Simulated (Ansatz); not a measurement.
Crystal: InAs.

```
In As
1.0
     0.00000    3.01800    3.01800
     3.01800    0.00000    3.01800
     3.01800    3.01800    0.00000
In As
1 1
Cartesian
  0.0000 0.0000 0.0000
  4.5270 4.5270 4.5270
```

A run of Ansatz 0.2.0 on this cell left the log below. Logs are shortened: lines on timing, memory, paths and dates and some standing lists are left out, and cuts for length are marked.

```text
Warning: RAYON_NUM_THREADS=1 ignored (pool sized by the plan → 1); use --threads N
The last accepted step is kept in <dir> (removed where the run ends without a failure and the disk answers)
LAPW: plane waves up to 8.953 Å⁻¹, error target 1.0e-3 eV per atom; small_component_spin mean_spin; As in spheres of 1.230 Å, 23 of its electrons in bands, Dirac shells []; In in spheres of 1.305 Å, 21 of its electrons in bands, Dirac shells [] (how accurate: hamiltonian.pseudopotentials.lapw.basis_error, Limitations)
Engine: ansatz 0.2.0, x86_64-unknown-linux-gnu
Pseudopotentials: kind: all_electron
Pseudopotential: In, LAPW, valence charge 21, lapw/all_electron/scalar/gaussian/In, Koelling and Harmon's equation, gaussian nucleus
Pseudopotential: As, LAPW, valence charge 23, lapw/all_electron/scalar/gaussian/As, Koelling and Harmon's equation, gaussian nucleus
Functional definition: PBEsol
  exchange = pbesol_x
  correlation = pbesol_c
Crystal: 2 atoms, lattice volume = 54.978 Å³
Basis set: ecut = 305.40363336666724 eV, 645 PW (Γ), exchange–correlation at level 2
Bands: 27, of which v1, the nominal top of the filled ones, is band 22 counted from 1 (21 counted from 0)
Symmetry: 24 space group operations
Space group: F-43m (ITA 216), of the structure as read, at distance tolerance 3.8e-5 Å
k-points: 29 of 512 (time reversal used)
Non-local potential: In, projectors of the file, none
Non-local potential: As, projectors of the file, none
Initial density: superposition of atomic densities (chi_scale 0.1, normalization cell, long waves kept (reshape's long-wave potential 0.00 eV rms))
Initial wavefunctions: plane waves of lowest kinetic energy (no species holds an atomic orbital)
Functional: x = pbesol(κ = 0.804, μ = 0.12345679012345678), c = pbesol(β = 0.046)
iter 1 solved again at ethr=1.85e-3 eV; its pass at ethr=1.00e-1 eV (dr2=8.16e-1 eV) is discarded
SCF iter   1: F=—  HF=-221455.054098 eV  |F-HF|=—  |Δ(HF+E_count)|=         —  Δρ=2.87e-2  dr2=8.18e-1  ethr=1.85e-3  ⟨swp⟩=2.0  Hψ=4921  notcnv=0
preconditioner: auto → Kerker (q_TF=auto, 2.629 Å⁻¹)  [metal: Δε(μ)=0.096 eV  Ē_g=15.049 eV  σ=0.050 eV  W_gap=0.38  n_scr=14 (ndim 8)  ℏωp=21.2 eV  f_vac=0.136  D(μ)=0.05/eV (n_scr^D=0)]
SCF iter   2: F=—  HF=-221454.864077 eV  |F-HF|=—  |Δ(HF+E_count)|=   1.90e-1  Δρ=1.81e-2  dr2=3.40e-1  ethr=1.85e-3  ⟨swp⟩=2.0  Hψ=2291  notcnv=0
[... 38 lines left out ...]
preconditioner: auto → none  [insulator: Δε(μ)=0.833 eV  Ē_g=15.306 eV  σ=0.050 eV  W_gap=0.73  n_scr=14 (ndim 8)  ℏωp=21.0 eV  f_vac=0.204  D(μ)=0.06/eV (n_scr^D=0)  ε∞_Penn≈2.9]
SCF iter   2: F=-221454.782997 eV  HF=-221454.782997 eV  |F-HF|=2.15e-9  |Δ(HF+E_count)|=   2.76e-9  Δρ=1.76e-6  dr2=2.00e-9  ethr=1.27e-11  ⟨swp⟩=3.0  Hψ=2208  notcnv=0
SCF 4 converged in 2 iterations: F = -221454.782997 eV  dr2 = 2.00e-9
relax step   4: F+E_penalty+E_count = -221454.78299722 eV  Δ(F+E_penalty+E_count) = +2.736e-9 eV  max|allowed force component| = 1.156e-17 eV/Å  Δτ_max = 0.0000 Å  P = -0.022 GPa  Ω = 56.433 Å³  stress off target by 2.23e-2 GPa  SCF on the basis re-selected at this cell (its energy is not comparable with the rows above)  (2 SCF iters)
basis re-selected at this cell: Δ(F+E_penalty+E_count) = +2.736e-9 eV, ΔP = -0.000 GPa vs the last step (what re-selecting the basis moved, after the strain that the cell walked since its last selection, with what the two solves' SCF thresholds leave and, on support functions, any second-order correction that the steps lacked; it is no measure of the basis error at this ecutwfc). This SCF's stress stands 2.23e-2 GPa from its target on what of the cell is left free (relax.cell.stress_tol is 5.00e-2 GPa) and its largest allowed force component is 1.16e-17 eV/Å (relax.f_tol is 1.00e-2 eV/Å): within both
SCF converged after 2 iterations
Free energy (F): -221454.782997 eV
Harris-Foulkes:  -221454.782997 eV  (|F-HF|=2.15e-9)
Internal energy: -221454.782444 eV  (E = F + TS)
E sigma→0 (E₀):  -221454.782721 eV
Entropy (-TS):   -0.000553 eV (-0.277 meV/atom)
Fermi energy:    9.263486 eV
--- Per-component energies (eV) ---
  E_band       = -1930.844638
  E_kinetic    = 230744.266487
  E_xc         = -6517.968299
  E_electrostatic = -445681.080632  (all electrons and nuclei)
  E_smearing   = -0.000553  (= −TS)
  E_closure    = 0.000000  (closes the sum)
  E_atoms      = -221446.320134  (free atoms, spherical and without spin; not in F)
  Σ components = -221454.782997   (vs F -221454.782997, Δ=0.00e0)
  Basis errors (estimates in eV, not in F): energy 4.2e-4 per atom: plane waves 3.8e-4 (2.2e-4 summed), levels above the bands 1.1e-58, relativity 4.7e-9, radial functions 4.4e-5, core shells 7.9e-7; eigenvalues (radial functions only) 4.6e-7; not estimated: angular momenta, meshes, grids; target (lapw.basis_error) 1.0e-3; muffin-tin radii As 1.241 Å, In 1.317 Å
--- Forces (eV/Å), atoms counted from 1 ---
  atom   1  In    -0.00000000    -0.00000000    -0.00000000
  atom   2  As     0.00000000     0.00000000     0.00000000
  max |Σ_I F_I| component: 9.25e-18 eV/Å
--- Stress (GPa, compression-positive) ---
       -0.022285      -0.000000      -0.000000
       -0.000000      -0.022285       0.000000
       -0.000000       0.000000      -0.022285
  P = ⅓ Tr σ = -0.0223 GPa (-0.223 kbar)
--- Relaxed structure (3 steps of the walk, 3 accepted, 1 SCFs on fresh bases) ---
  F+E_penalty+E_count = -221454.78299722 eV   max|allowed force component| = 1.156e-17 eV/Å   (the final SCF, on the basis selected at the relaxed cell)
  cell:  # Å, volume = 56.4325 Å³
    - [-1.1464587074015078e-33, 3.0443867648284133, 3.0443867648284133]
    - [3.0443867648284133, 4.4839273889481195e-33, 3.0443867648284133]
    - [3.0443867648284133, 3.0443867648284133, 4.35654308812573e-33]
  atoms:
    - { symbol: In, position: [-4.081486724975711e-34, 4.028307744845735e-34, 2.140453950231562e-34] }
    - { symbol: As, position: [0.7499999999999999, 0.7499999999999999, 0.7499999999999999] }
```

Q: Write the input and the command behind it.

A: Relaxation of cell and atoms with PBEsol, no spin polarisation. The files as run (others can give the same):

input.yaml
```yaml
crystal:
  lattice:
    - [0.0, 3.018, 3.018]
    - [3.018, 0.0, 3.018]
    - [3.018, 3.018, 0.0]
  atoms:
    - { symbol: In, position: [0.0, 0.0, 0.0] }
    - { symbol: As, position: [0.75, 0.75, 0.75] }
kpoints:
  mp_grid: { grid: [8, 8, 8] }
scf:
  occupations: { method: fermi_dirac, width: 0.05 }
hamiltonian:
  xc: pbesol
  pseudopotentials: { kind: all_electron, lapw: { basis_error: 0.001 } }
output:
  forces: true
  stress: true
relax:
  f_tol: 0.01
  max_steps: 60
  cell: {}
```

Potentials or basis: all-electron LAPW, scalar-relativistic.
Launch:
```bash
$ ansatz run input.yaml --threads 1 --pin off --max-ram 3072MiB --backend cpu --events-out ev --progress --plain --runs-dir out
```
